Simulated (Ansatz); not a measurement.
The same group exchange along the group O, S, Se.

Isolated molecules relaxed with PBE0-D4/def2-TZVP in Ansatz; ΔE leaves out vibrations. CBS: MP2 limit from def2 TZ/QZ plus the TZ coupled-cluster correction, frozen cores. DFT in def2-TZVPP. For Ge, Se outer-core shells are correlated without core-valence functions, which leaves a few kJ/mol of doubt a bond. Scalar relativity is left out up to krypton. One conformer a species, not always the lowest.

```tsv
reaction	PBE0-D4 (eV)	CCSD(T)/def2-SVP (eV)	LDA (SPW92) (eV)
`C[O][GeH2][CH3]` + `C=CCC` → `C[O][GeH3]` + `C=CCCC`	0.39	0.26	0.34
`C[S][GeH2][CH3]` + `C=CCC` → `C[S][GeH3]` + `C=CCCC`	0.34	0.21	0.28
`[CH3][GeH2][Se]C` + `C=CCC` → `C[Se][GeH3]` + `C=CCCC`	0.34	0.21	0.28
```

Question: Give the CCSD(T)/CBS values in the same order. (Estimate.)

Answer: Ansatz gave: 0.42, 0.37, 0.37 eV.

Largest T1 diagnostic: 0.011, for `C[O][GeH3]`.
